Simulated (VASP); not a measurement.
# C in VASP: how settings move the PBE single point

The PBE single point of C (diamond), under +1.0 % biaxial strain in x and y, free along z is repeated with altered inputs. Which of them can be trusted?

Code: VASP 6.6.1. PAW datasets, plane waves. Calculated at 0 K for a non-magnetic cell.

### 1 The system as given

The cell comes from an earlier relaxation with r2SCAN in another program, then strained, with the atoms relaxed again.

It is tetragonal, I4_1/amd (No. 141); a = 2.543 Å, c = 3.553 Å in the conventional setting, 5.74 Å³ an atom. C has 4 C at 1.55 Å.

Structure file:

```xyz
2
Lattice="0.0000 1.7979 1.7764 1.7979 0.0000 1.7764 1.7979 1.7979 0.0000" Properties=species:S:1:pos:R:3 pbc="T T T"
C     0.0000    0.0000    0.0000
C     0.8990    0.8990    0.8882
```

### 2 Reference

The input, INCAR:

```
ENCUT = 520.000000
SIGMA = 0.020000
EDIFF = 1.00e-07
GGA = PE
PREC = Accurate
IBRION = -1
ISIF = 2
ISMEAR = -1
NBANDS = 11
NELM = 120
NSW = 0
LASPH = .TRUE.
LCHARG = .FALSE.
LWAVE = .FALSE.
LREAL = .FALSE.
```

The input, KPOINTS:

```
KPOINTS created by Atomic Simulation Environment
0
Gamma
12 12 12
0 0 0
```

The input, POSCAR:

```
C
 1.0000000000000000
     0.0000000000000000    1.7979253840000000    1.7763848549000001
     1.7979253840000000    0.0000000000000000    1.7763848549000001
     1.7979253840000000    1.7979253840000000    0.0000000000000000
 C
   2
Cartesian
  0.0000000000000000  0.0000000000000000  0.0000000000000000
  0.8989626919999999  0.8989626919999999  0.8881924274500000
```

A file KPOINTS_OPT adds named points for the levels; it doesn't enter the self-consistent loop.

Potentials: the recommended PBE PAW datasets, 8 valence electrons.

The run is started by

```console
mpirun -np 1 vasp_std
```

The closing lines of the self-consistent loop in OSZICAR:

```text
DAV:   9    -0.181820618617E+02   -0.41807E-04   -0.62410E-05  4289   0.636E-02    0.243E-02
DAV:  10    -0.181820824383E+02   -0.20577E-04   -0.15702E-05  3808   0.347E-02    0.529E-03
DAV:  11    -0.181820825079E+02   -0.69579E-07   -0.25921E-07  4337   0.457E-03
   1 F= -.18182083E+02 E0= -.18182083E+02  d E =-.776597E-11
```

It took 16 s on 1 MPI rank of Intel Xeon Platinum 8488C, shared host; peak memory 0.13 GiB.

It gives: energy (σ→0) -18.1821 eV, pressure -2.89 GPa, gap on the mesh 3.82 eV.

### 3 Altered input 1

Changes to INCAR since step 2:

```diff
@@ -8,4 +8,2 @@
 ISMEAR = -1
-NBANDS = 11
-NELM = 120
 NSW = 0
@@ -15 +13,3 @@
 LREAL = .FALSE.
+NBANDS = 8
+NELM = 100
```

KPOINTS is that of step 2.

POSCAR is that of step 2.

The run is started by

```console
mpirun -np 1 vasp_std
```

Printed to the terminal (iteration lines stand in OSZICAR):

```text
POSCAR found type information on POSCAR C
 POSCAR found :  1 types and       2 ions
 LDA part: xc-table for (Slater+PW92), standard interpolation
 POSCAR, INCAR and KPOINTS ok, starting setup
 FFT: planning ... GRIDC
 FFT: planning ... GRID_SOFT
 FFT: planning ... GRID
 WAVECAR not read
 entering main loop
```

OSZICAR:

```text
N       E                     dE             d eps       ncg     rms          rms(c)
DAV:   1     0.518423062574E+00    0.51842E+00   -0.50443E+03  2664   0.997E+02
DAV:   2    -0.186743485439E+02   -0.19193E+02   -0.18090E+02  4192   0.112E+02
DAV:   3    -0.187968646647E+02   -0.12252E+00   -0.12252E+00  2760   0.119E+01
DAV:   4    -0.187970379616E+02   -0.17330E-03   -0.17330E-03  3776   0.482E-01
DAV:   5    -0.187970380252E+02   -0.63608E-07   -0.63608E-07  2720   0.621E-03    0.547E+00
DAV:   6    -0.183359695090E+02    0.46107E+00   -0.35368E-01  2712   0.474E+00    0.328E+00
DAV:   7    -0.181807917509E+02    0.15518E+00   -0.39165E-01  3088   0.509E+00    0.745E-01
DAV:   8    -0.181820513407E+02   -0.12596E-02   -0.18091E-03  2736   0.490E-01    0.461E-02
DAV:   9    -0.181820696990E+02   -0.18358E-04   -0.13082E-04  3816   0.101E-01    0.271E-02
DAV:  10    -0.181820826063E+02   -0.12907E-04   -0.14061E-05  2640   0.437E-02    0.592E-03
DAV:  11    -0.181820824658E+02    0.14051E-06   -0.39361E-08  3704   0.216E-03    0.137E-03
DAV:  12    -0.181820824623E+02    0.34813E-08   -0.11051E-08  1304   0.133E-03
   1 F= -.18182082E+02 E0= -.18182082E+02  d E =-.151609E-10
```

OUTCAR, selected sections:

```text
k-points           NKPTS =    163   k-points in BZ     NKDIM =    163   number of bands    NBANDS=      8

   NELECT =       8.0000    total number of electrons

   dimension x,y,z NGX =    20 NGY =   20 NGZ =   20
   dimension x,y,z NGXF=    40 NGYF=   40 NGZF=   40

  energy-cutoff  :      520.00
  volume of cell :       11.48
      direct lattice vectors                 reciprocal lattice vectors
     0.000000000  1.797925384  1.776384855    -0.278098304  0.278098304  0.281470538
     1.797925384  0.000000000  1.776384855     0.278098304 -0.278098304  0.281470538
     1.797925384  1.797925384  0.000000000     0.278098304  0.278098304 -0.281470538

 k-points in reciprocal lattice and weights: KPOINTS created by Atomic Simulation Env
   0.00000000  0.00000000  0.00000000       0.001
   0.08333333 -0.00000000  0.00000000       0.005
   0.16666667  0.00000000  0.00000000       0.005
   0.25000000  0.00000000  0.00000000       0.005
   0.33333333  0.00000000  0.00000000       0.005
   0.41666667 -0.00000000  0.00000000       0.005
   0.50000000  0.00000000  0.00000000       0.002
   0.08333333  0.08333333  0.00000000       0.001
[... 155 more k-points ...]

 E-fermi :  10.0139

 k-point     1 :       0.0000    0.0000    0.0000
  band No.  band energies     occupation
      1     -11.7596      2.00000
      2       9.4933      2.00000
      3       9.4933      2.00000
      4       9.6712      2.00000
      5      15.0110      0.00000
      6      15.1595      0.00000
      7      15.1595      0.00000
      8      22.6006      0.00000

 k-point     2 :       0.0833   -0.0000    0.0000
  band No.  band energies     occupation
      1     -11.5688      2.00000
      2       8.3335      2.00000
      3       9.1724      2.00000
      4       9.3020      2.00000
      5      15.4592      0.00000
      6      15.5729      0.00000
      7      15.8312      0.00000
      8      22.7751      0.00000

 k-point     3 :       0.1667    0.0000    0.0000
  band No.  band energies     occupation
      1     -10.9990      2.00000
      2       5.8302      2.00000
      3       8.4717      2.00000
      4       8.6148      2.00000
      5      16.3712      0.00000
      6      16.4685      0.00000
      7      16.8957      0.00000
      8      23.2784      0.00000

 k-point     4 :       0.2500    0.0000    0.0000
  band No.  band energies     occupation
      1     -10.0587      2.00000
      2       3.0201      2.00000
      3       7.7450      2.00000
      4       7.9117      2.00000
      5      17.2085      0.00000
      6      17.2933      0.00000
      7      17.6477      0.00000
      8      23.9872      0.00000

 k-point     5 :       0.3333    0.0000    0.0000
  band No.  band energies     occupation
      1      -8.7700      2.00000
      2       0.2661      2.00000
      3       7.1659      2.00000
      4       7.3554      2.00000
      5      17.6743      0.00000
      6      17.7508      0.00000
      7      18.0955      0.00000
      8      24.6476      0.00000

[... the tables of k-points 6 to 163 left out ...]

  Total       -0.4678977     -0.4678977      0.3152726      0.0000000      0.0000000     -0.0000000
  in kB      -65.2756389    -65.2756389     43.9831638      0.0000000      0.0000000     -0.0000000
  external PRESSURE =     -28.8560380 kB  Pullay stress =       0.0000000 kB

 POSITION                                       TOTAL-FORCE (eV/Angst)
 -----------------------------------------------------------------------------------
      0.00000      0.00000      0.00000         0.000000     -0.000000     -0.000000
      0.89896      0.89896      0.88819        -0.000000      0.000000      0.000000
 -----------------------------------------------------------------------------------
    total drift:                                0.000000      0.000000      0.000000

  FREE ENERGIE OF THE ION-ELECTRON SYSTEM (eV)
  ---------------------------------------------------
  free  energy   TOTEN  =       -18.1820824623 eV

  energy  without entropy=      -18.1820824623  energy(sigma->0) =      -18.18208246
```

It took 12 s on 1 MPI rank of Intel Xeon Platinum 8488C, shared host; peak memory 0.12 GiB.

Changed: NBANDS = 8, NELM = 100. VASP runs to the end. Against the reference the energy moves by less than 0.1 meV/atom.

### 4 Altered input 2

Changes to INCAR since step 2:

```diff
@@ -9,3 +9,2 @@
 NBANDS = 11
-NELM = 120
 NSW = 0
@@ -15 +14,4 @@
 LREAL = .FALSE.
+NELM = 98
+ALGO = Damped
+TIME = 2.0
```

KPOINTS is that of step 2.

POSCAR is that of step 2.

The run is started by

```console
mpirun -np 1 vasp_std
```

Printed to the terminal (iteration lines stand in OSZICAR):

```text
POSCAR found type information on POSCAR C
 POSCAR found :  1 types and       2 ions
 LDA part: xc-table for (Slater+PW92), standard interpolation
 POSCAR, INCAR and KPOINTS ok, starting setup
 FFT: planning ... GRIDC
 FFT: planning ... GRID_SOFT
 FFT: planning ... GRID
 WAVECAR not read
 entering main loop
 final diagonalization occupied
 -----------------------------------------------------------------------------
|                                                                             |
|           W    W    AA    RRRRR   N    N  II  N    N   GGGG   !!!           |
|           W    W   A  A   R    R  NN   N  II  NN   N  G    G  !!!           |
|           W    W  A    A  R    R  N N  N  II  N N  N  G       !!!           |
|           W WW W  AAAAAA  RRRRR   N  N N  II  N  N N  G  GGG   !            |
|           WW  WW  A    A  R   R   N   NN  II  N   NN  G    G                |
|           W    W  A    A  R    R  N    N  II  N    N   GGGG   !!!           |
|                                                                             |
|     The electronic self-consistency was not achieved in the given           |
|     number of steps (NELM). The forces and other quantities evaluated       |
|     might not be reliable so examine the results carefully. If you find     |
|     spurious results, we suggest increasing NELM, if you were close to      |
|     convergence or switching to a different ALGO or adjusting the           |
|     density mixing parameters otherwise.                                    |
|                                                                             |
 -----------------------------------------------------------------------------
```

OSZICAR:

```text
N       E                     dE             d eps       ncg     rms           ort
DAV:   1     0.139863538800E+02    0.13986E+02   -0.51360E+03  1793   0.773E+02
DAV:   2    -0.175883135926E+02   -0.31575E+02   -0.29609E+02  1793   0.149E+02
DAV:   3    -0.187663464571E+02   -0.11780E+01   -0.11652E+01  1793   0.277E+01
DAV:   4    -0.187959108222E+02   -0.29564E-01   -0.29364E-01  1793   0.403E+00
DAV:   5    -0.187969942211E+02   -0.10834E-02   -0.10790E-02  1793   0.686E-01
SDA:   6    -0.179961123866E+02    0.80088E+00   -0.73035E+00  1793   0.365E+00   0.000E+00
DMP:   7    -0.179337958869E+02    0.62316E-01   -0.11685E+01  1793   0.584E+00  -0.431E+00
DMP:   8    -0.177133877126E+02    0.22041E+00   -0.24493E+01  1793   0.122E+01  -0.798E+00
DMP:   9    -0.169238428792E+02    0.78954E+00   -0.58878E+01  1793   0.294E+01  -0.202E+01
DMP:  10    -0.160206193710E+02    0.90322E+00   -0.12166E+02  1793   0.608E+01  -0.373E+01
[... 78 lines left out ...]
DMP:  89    -0.141174339085E+02    0.35426E+00   -0.95828E+01  1793   0.479E+01  -0.648E+00
DMP:  90    -0.137105312497E+02    0.40690E+00   -0.15116E+02  1793   0.756E+01  -0.145E+01
DMP:  91    -0.133788084175E+02    0.33172E+00   -0.18536E+02  1793   0.927E+01  -0.197E+01
DMP:  92    -0.129195902867E+02    0.45922E+00   -0.18807E+02  1793   0.940E+01  -0.229E+01
DMP:  93    -0.130344560287E+02   -0.11487E+00   -0.14292E+02  1793   0.715E+01  -0.203E+01
DMP:  94    -0.128022796378E+02    0.23218E+00   -0.12020E+02  1793   0.601E+01  -0.227E+01
DMP:  95    -0.127378899102E+02    0.64390E-01   -0.12688E+02  1793   0.634E+01  -0.265E+01
DMP:  96    -0.114816752649E+02    0.12562E+01   -0.17919E+02  1793   0.896E+01  -0.416E+01
DMP:  97    -0.113806638925E+02    0.10101E+00   -0.19714E+02  1793   0.986E+01  -0.456E+01
DMP:  98    -0.955947743674E+01    0.18212E+01   -0.26503E+02  1793   0.133E+02  -0.740E+01
   1 F= -.95594774E+01 E0= -.95593233E+01  d E =-.308349E-03
```

From OUTCAR:

```text
k-points           NKPTS =    163   k-points in BZ     NKDIM =    163   number of bands    NBANDS=     11

   NELECT =       8.0000    total number of electrons

   dimension x,y,z NGX =    20 NGY =   20 NGZ =   20
   dimension x,y,z NGXF=    40 NGYF=   40 NGZF=   40

  energy-cutoff  :      520.00
  volume of cell :       11.48
      direct lattice vectors                 reciprocal lattice vectors
     0.000000000  1.797925384  1.776384855    -0.278098304  0.278098304  0.281470538
     1.797925384  0.000000000  1.776384855     0.278098304 -0.278098304  0.281470538
     1.797925384  1.797925384  0.000000000     0.278098304  0.278098304 -0.281470538

 k-points in reciprocal lattice and weights: KPOINTS created by Atomic Simulation Env
   0.00000000  0.00000000  0.00000000       0.001
   0.08333333 -0.00000000  0.00000000       0.005
   0.16666667  0.00000000  0.00000000       0.005
   0.25000000  0.00000000  0.00000000       0.005
   0.33333333  0.00000000  0.00000000       0.005
   0.41666667 -0.00000000  0.00000000       0.005
   0.50000000  0.00000000  0.00000000       0.002
   0.08333333  0.08333333  0.00000000       0.001
[... 155 more k-points ...]

 E-fermi :  14.2221

 k-point     1 :       0.0000    0.0000    0.0000
  band No.  band energies     occupation
      1     -12.5306      2.00000
      2       8.5461      2.00000
      3       8.6854      2.00000
      4       8.8983      2.00000
      5      15.0211      0.00000
      6      15.1908      0.00000
      7      15.1982      0.00000
      8      22.8995      0.00000
      9      28.4838      0.00000
     10      37.0695      0.00000
     11     177.5272      0.00000

 k-point     2 :       0.0833   -0.0000    0.0000
  band No.  band energies     occupation
      1       7.0688      2.00000
      2       7.8390      2.00000
      3       7.9769      2.00000
      4      14.4227      0.00005
      5      14.5339      0.00000
      6      14.7725      0.00000
      7      21.4917      0.00000
      8      29.0619      0.00000
      9      33.3945      0.00000
     10      33.8137      0.00000
     11     194.8709      0.00000

 k-point     3 :       0.1667    0.0000    0.0000
  band No.  band energies     occupation
      1     -11.7734      2.00000
      2       5.1875      2.00000
      3       7.7578      2.00000
      4       7.9110      2.00000
      5      16.0979      0.00000
      6      16.1780      0.00000
      7      16.7621      0.00000
      8      23.3225      0.00000
      9      29.3449      0.00000
     10      31.8959      0.00000
     11      32.2021      0.00000

 k-point     4 :       0.2500    0.0000    0.0000
  band No.  band energies     occupation
      1     -10.7789      2.00000
      2       2.4175      2.00000
      3       7.0617      2.00000
      4       7.2285      2.00000
      5      16.8639      0.00000
      6      16.9706      0.00000
      7      17.5454      0.00000
      8      23.7067      0.00000
      9      29.5982      0.00000
     10      31.4944      0.00000
     11      31.6953      0.00000

[... the tables of k-points 5 to 163 left out ...]

  Total       14.4003522     14.4003522     15.4175513      0.0000000     -0.0000000     -0.0000000
  in kB     2008.9693493   2008.9693493   2150.8771123      0.0000000     -0.0000000     -0.0000000
  external PRESSURE =    2056.2719370 kB  Pullay stress =       0.0000000 kB

 POSITION                                       TOTAL-FORCE (eV/Angst)
 -----------------------------------------------------------------------------------
      0.00000      0.00000      0.00000        -0.000000     -0.000000      0.000000
      0.89896      0.89896      0.88819         0.000000      0.000000      0.000000
 -----------------------------------------------------------------------------------
    total drift:                                0.000000      0.000000      0.000000

  FREE ENERGIE OF THE ION-ELECTRON SYSTEM (eV)
  ---------------------------------------------------
  free  energy   TOTEN  =        -9.5594774367 eV

  energy  without entropy=       -9.5591690873  energy(sigma->0) =       -9.55932326
```

It took 64 s on 1 MPI rank of Intel Xeon Platinum 8488C, shared host; peak memory 0.15 GiB.

Changed: ALGO = Damped, TIME = 2. It does not converge.

TIME is far too long for the damped algorithm, so the orbitals overshoot.

Remedy: use TIME of 0.1 to 0.5, or another ALGO.

### 5 All runs together

| run | changed | ending | energy change (meV/atom) | pressure (GPa) | gap on the mesh (eV; negative: overlap) | electronic steps | time | usable |
| --- | --- | --- | --- | --- | --- | --- | --- | --- |
| ref. | – | converged | 0 | -2.9 | 3.82 | 11 | 16 s | yes |
| 1 | NBANDS = 8, NELM = 100 | converged | 0.0 | -2.9 | 3.82 | 12 | 12 s | yes |
| 2 | ALGO = Damped, TIME = 2 | not converged | – | – | – | 98 | 64 s | no |

**Reading.** Of 2 altered inputs, 1 gave no result, 1 gave usable results.
